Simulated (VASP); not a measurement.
# SnSe: the band gap up a ladder of functionals, part 3 of 3

Aim: compute the gap of SnSe from the cheapest level upwards and hold each value against experiment. LASPH is on for some levels and off for others; the table marks which. The start is a cell from a database of measured crystal structures.

VASP 6.6.1, plane waves and PAW; the level of theory is named at each step.

So far, least gap on mesh and path (eV): step 2 (bands, level LDA, k 2×4×3) 0.478; step 9 (bands, level HSE06, k 2×4×3) 1.04; step 10 (bands, level HSEsol, k 2×4×3) 0.989; step 11 (bands, level r2SCANh, k 2×4×3) 1.25; step 12 (bands, level PBE + SOC) 0.539.

The database entry behind the starting cell differs from later determinations by our own check (a about 1 % short), so it need not match the best structure at ambient conditions.

## (13) Bands with TB-mBJ + SOC

This step: TB-mBJ, spin-orbit coupling; plane waves and PAW (Sn_d, Se) (VASP 6.6.1).

The input, INCAR:

```
SYSTEM = SnSe
PREC = Accurate
ENCUT = 400
EDIFF = 1E-06
NELM = 150
ISMEAR = 0
SIGMA = 0.02
LREAL = .FALSE.
ALGO = Normal
METAGGA = MBJ
LASPH = .TRUE.
LNONCOLLINEAR = .TRUE.
MAGMOM = 0 0 0 0 0 0 0 0 0 0 0 0 0 0 0 0 0 0 0 0 0 0 0 0
NBANDS = 98
GGA_COMPAT = .FALSE.
LSORBIT = .TRUE.
LORBIT = 11
LWAVE = .FALSE.
LCHARG = .FALSE.
KPAR = 4
NCORE = 2
```

The input, POSCAR:

```
SnSe
1.0
   11.3700000000      0.0000000000      0.0000000000
    0.0000000000      4.1860000000      0.0000000000
    0.0000000000      0.0000000000      4.4390000000
Sn Se
4 4
Direct
    0.1187000000      0.2500000000      0.0988000000
    0.3813000000      0.7500000000      0.5988000000
    0.6187000000      0.2500000000      0.4012000000
    0.8813000000      0.7500000000      0.9012000000
    0.8555000000      0.2500000000      0.4828000000
    0.6445000000      0.7500000000      0.9828000000
    0.3555000000      0.2500000000      0.0172000000
    0.1445000000      0.7500000000      0.5172000000
```

The input, KPOINTS:

```
Automatic mesh
0
Gamma
2 4 4
0 0 0
```

The input, KPOINTS_OPT:

```
Line mode
12
Line-mode
Reciprocal
  0.00000000   0.00000000   0.00000000 GAMMA
  0.00000000   0.50000000   0.00000000 X

  0.00000000   0.50000000   0.00000000 X
  0.00000000   0.50000000   0.50000000 S

  0.00000000   0.50000000   0.50000000 S
  0.00000000   0.00000000   0.50000000 Y

  0.00000000   0.00000000   0.50000000 Y
  0.00000000   0.00000000   0.00000000 GAMMA

  0.00000000   0.00000000   0.00000000 GAMMA
  0.50000000   0.00000000   0.00000000 Z

  0.50000000   0.00000000   0.00000000 Z
  0.50000000   0.50000000   0.00000000 U

  0.50000000   0.50000000   0.00000000 U
  0.50000000   0.50000000   0.50000000 R

  0.50000000   0.50000000   0.50000000 R
  0.50000000   0.00000000   0.50000000 T

  0.50000000   0.00000000   0.50000000 T
  0.50000000   0.00000000   0.00000000 Z

  0.00000000   0.00000000   0.50000000 Y
  0.50000000   0.00000000   0.50000000 T

  0.50000000   0.50000000   0.00000000 U
  0.00000000   0.50000000   0.00000000 X

  0.00000000   0.50000000   0.50000000 S
  0.50000000   0.50000000   0.50000000 R
```

The projector-augmented-wave data sets are Sn_d and Se (PBE family, release 64).

Run with:

```
$ mpirun -np 8 vasp_ncl
```

Run time: 6.2 min. Hardware: 8 MPI ranks of Intel Xeon 6975P-C (Granite Rapids), shared host; peak memory 5 GiB.

Electronic bands along the path, in eV, zero at the valence-band top; v1 is the highest filled band, c1 the lowest empty one:

```
          point     v4     v3     v2     v1    c1    c2    c3    c4
              Γ  -0.72  -0.72  -0.53  -0.53  1.06  1.06  3.14  3.14
0.45 of the way  -0.72  -0.72  -0.28  -0.28  1.35  1.35  1.60  1.60
              X  -0.75  -0.75  -0.75  -0.75  1.35  1.35  1.35  1.35
0.55 of the way  -1.04  -1.04  -0.91  -0.91  1.71  1.71  1.87  1.87
              S  -1.46  -1.46  -1.46  -1.46  2.99  2.99  2.99  2.99
0.55 of the way  -0.88  -0.88  -0.73  -0.73  1.64  1.64  1.79  1.79
              Y  -0.17  -0.17  -0.17  -0.17  1.47  1.47  1.47  1.47
0.55 of the way  -0.58  -0.58  -0.30  -0.30  1.32  1.32  1.87  1.87
              Γ  -0.72  -0.72  -0.53  -0.53  1.06  1.06  3.14  3.14
0.55 of the way  -0.67  -0.67  -0.55  -0.55  1.90  1.90  2.99  2.99
              Z  -0.59  -0.59  -0.59  -0.59  2.84  2.84  2.84  2.84
0.55 of the way  -0.44  -0.44  -0.43  -0.43  1.71  1.71  1.71  1.71
              U  -0.92  -0.92  -0.92  -0.92  1.73  1.73  1.73  1.73
0.45 of the way  -1.41  -1.41  -1.36  -1.36  2.44  2.44  2.50  2.50
              R  -1.51  -1.51  -1.51  -1.51  2.77  2.77  2.77  2.77
0.45 of the way  -1.20  -1.20  -1.20  -1.20  2.63  2.63  2.63  2.63
              T  -0.17  -0.17  -0.17  -0.17  1.46  1.46  1.46  1.46
0.55 of the way  -0.67  -0.67  -0.67  -0.67  2.27  2.27  2.27  2.27
              Z  -0.59  -0.59  -0.59  -0.59  2.84  2.84  2.84  2.84
      jump to Y  -0.17  -0.17  -0.17  -0.17  1.47  1.47  1.47  1.47
0.55 of the way  -0.16  -0.16  -0.16  -0.16  1.43  1.43  1.43  1.43
              T  -0.17  -0.17  -0.17  -0.17  1.46  1.46  1.46  1.46
      jump to U  -0.92  -0.92  -0.92  -0.92  1.73  1.73  1.73  1.73
0.45 of the way  -0.83  -0.83  -0.83  -0.83  1.51  1.51  1.51  1.51
              X  -0.75  -0.75  -0.75  -0.75  1.35  1.35  1.35  1.35
      jump to S  -1.46  -1.46  -1.46  -1.46  2.99  2.99  2.99  2.99
```

Of the projections kept (Sn, Se), the largest for each band there, as a share of the weight inside these atoms' spheres; weight between the spheres isn't counted:

```
point       v4       v3       v2       v1       c1       c2       c3       c4
    Γ  Se 0.74  Se 0.74  Se 0.70  Se 0.70  Sn 0.85  Sn 0.85  Sn 0.70  Sn 0.70
    X  Se 0.52  Se 0.52  Se 0.52  Se 0.52  Sn 0.70  Sn 0.70  Sn 0.70  Sn 0.70
    S  Se 0.67  Se 0.67  Se 0.67  Se 0.67  Sn 0.62  Sn 0.62  Sn 0.62  Sn 0.62
    Y  Sn 0.53  Sn 0.53  Sn 0.53  Sn 0.53  Sn 0.73  Sn 0.73  Sn 0.73  Sn 0.73
    Γ  Se 0.74  Se 0.74  Se 0.70  Se 0.70  Sn 0.85  Sn 0.85  Sn 0.70  Sn 0.70
    Z  Se 0.73  Se 0.73  Se 0.73  Se 0.73  Sn 0.62  Sn 0.62  Sn 0.62  Sn 0.62
```

The gap is 0.92 eV, indirect. Against TB-mBJ that is -0.02 eV, on another mesh; this run took 5.6 times the core time. The gap lies +0.09 eV from the measured 0.83 eV.

## (14) The ladder as a table

This step: ladder of functionals on one cell; plane waves and PAW (VASP 6.6.1).

This step runs nothing: it gathers the runs above.

A gap of 0 means none; cost is the wall time of each run, as given at its step, times its ranks, without the set-up around it; LASPH differs between rows, which moves results and costs too. Results by level, by row:

```
       level  gap (eV)  least direct gap (eV)  pressure (GPa)  cost (core minutes)  LASPH
         LDA     0.478                  0.628           -1.67                  6.4    off
      PBEsol     0.487                  0.623           -0.34                 6.13    off
         PBE     0.548                  0.675            2.64                 6.27    off
      r2SCAN      0.84                  0.959            1.54                 18.4     on
      TB-mBJ     0.938                  1.006               -                 8.93     on
         LAK     1.095                  1.213            5.46                 19.7     on
       HSE06     1.035                   1.09               -                  202     on
      HSEsol     0.989                   1.05               -                  203     on
     r2SCANh     1.249                    1.3               -                  183     on
   PBE + SOC     0.539                  0.653            2.67                 31.5     on
TB-mBJ + SOC     0.923                  0.983               -                 49.6     on
```

## (15) Results

* gap, LDA: 0.478 eV
* gap, PBEsol: 0.487 eV
* gap, PBE: 0.548 eV
* gap, r2SCAN: 0.840 eV
* gap, TB-mBJ: 0.938 eV
* gap, LAK: 1.09 eV
* gap, HSE06: 1.04 eV
* gap, HSEsol: 0.989 eV
* gap, r2SCANh: 1.25 eV
* gap, PBE + SOC: 0.539 eV
* gap, TB-mBJ + SOC: 0.923 eV

What this shows: For SnSe, without spin-orbit coupling, the functional decides between a gap of 0.478 eV (LDA) and 1.25 eV (r2SCANh), while across these levels the cost spans a factor of 33. The cheapest level with spin-orbit coupling whose gap lies within 0.15 eV of experiment (a bound picked here) is TB-mBJ + SOC, at 50 core minutes. HSE06 moves the gap by +0.49 eV from PBE, at about 32 times the core time, though on fewer points of the path. On r2SCAN the gap grows with the share of exact exchange: 0.84 eV at none, 1.25 eV at 0.10. Spin-orbit coupling changes the PBE gap by -0.01 eV (the two runs use different meshes). Adding the spin-orbit shift of PBE (-0.01 eV) to levels run without it gives estimates of 1.03 eV for HSE06, 0.98 eV for HSEsol and 1.24 eV for r2SCANh; the shift need not carry over unchanged. TB-mBJ lands -0.10 eV from HSE06 at 4.4 % of its cost. All levels use one geometry, and one mesh but for spin-orbit runs, kept coarse to afford the hybrids, so no gap here is fully converged. Costs come from a shared host, and the hybrids use PRECFOCK = Fast. These are single-particle gaps of a static lattice, without excitons or temperature. LASPH is on for some levels and off for others, so differences between them are not the functional's alone. Where LASPH is switched on together with spin-orbit coupling, the shift holds both.

Computed beside measured:

| quantity | measured | PBE + spin-orbit | TB-mBJ + spin-orbit | HSE06 plus the spin-orbit shift of PBE | HSEsol plus the spin-orbit shift of PBE | r2SCANh plus the spin-orbit shift of PBE |
| --- | --- | --- | --- | --- | --- | --- |
| band gap (least gap) (eV) | 0.83 | 0.54 (-0.29 eV) | 0.92 (+0.09 eV) | 1.03 (+0.20 eV) | 0.98 (+0.15 eV) | 1.24 (+0.41 eV) |

Measured values from pmc:9284162 (2022).

Verdict: For the band gap, of the levels listed nearest comes TB-mBJ + spin-orbit (+0.09 eV, good agreement) and farthest r2SCANh plus the spin-orbit shift of PBE (+0.41 eV, a clear miss). An optical gap can lie under the band gap by the exciton's binding. Zero-point and thermal motion shift the measured gap. No cell relaxation is part of this session.

[Lines on the potential files, build, host, timing and source positions are cut from VASP's logs without a mark.]

[Logs are printed without paths, hosts, clocks, repeated set-up lines and the standing remarks that a program may print on its own settings, such as how far it seeks lower states.]

[Hosts, paths, dates, database ids (printed as entryN), source tags and the programs' standing remarks are cut or masked in the printed files.]

[A measured line is paired with the nearest computed mode of its activity, which favours agreement.]

[In band tables of VASP the shares of atoms and orbitals are scaled to a sum of 1 inside the atoms' spheres.]
